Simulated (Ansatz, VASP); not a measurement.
ZnS: VASP beside Ansatz

```
CELL_PARAMETERS angstrom
0.00000 2.75499 2.75499
2.75499 0.00000 2.75499
2.75499 2.75499 0.00000
ATOMIC_POSITIONS crystal
Zn 0.75000 0.75000 0.75000
S 0.00000 0.00000 0.00000
```

Alike in both runs: task single point; functional LDA; k mesh 9 × 9 × 9; occupations fermi-dirac, width 0.05 eV; no spin polarisation.

|  | VASP | Ansatz |
| --- | --- | --- |
| version | VASP 6.6.1 | Ansatz 0.2.0 |
| potentials or method | VASP PAW LDA potentials, release 64 (Zn, S) | JTH PAW LDA |
| plane-wave cutoff (eV) | 520 | 960 |
| valence electrons in the cell | 18 | 18 |

|  | VASP | Ansatz | Ansatz less VASP |
| --- | --- | --- | --- |
| gap on the k mesh at the Fermi level (eV) | 1.64 | 1.60 | -0.039 |
| least direct gap on the mesh (eV) | 1.64 | 1.60 | -0.039 |
| pressure (GPa) | -7.7 | -7.9 | -0.29 |

Caveats: odd divisions of the mesh miss points on the zone boundary, where band edges often lie, so the gap on the mesh can be too wide (Ansatz). LDA gaps usually lie below the measured ones, often by a third to a half.
